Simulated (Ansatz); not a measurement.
Take a crystal in which O has been replaced by S on all its sites, with the cell rescaled by a rough guess (in some cases also distorted within its space group) and nothing relaxed:

```yaml
crystal:
  lattice:
    - [2.32335, 0.00000, 0.00000]
    - [0.00000, 2.32335, 0.00000]
    - [0.00000, 0.00000, 4.36708]
  atoms:
    - { symbol: S, position: [0.00000, 0.00000, 0.00000] }
```

Method: DFT PBE, scalar-relativistic, plane waves, PAW (Ansatz).

Cutoff 420 eV; k points 18×18×10 on the computed 1-atom cell (Γ-centred); Gaussian smearing, width 0.10 eV; no spin polarisation.

Q: Will this cell want to expand or contract, and how hard?

A: The pressure is 3.5 GPa (positive in compression), so the cell would expand.

Q: Is it a metal on this mesh?

A: Yes, a band crosses the Fermi level.

The cell holds layers, and where no dispersion correction was added their binding is poorly described. Spin polarisation was left out, and a magnetic state may lie lower.

This form isn't the element's structure at ambient conditions.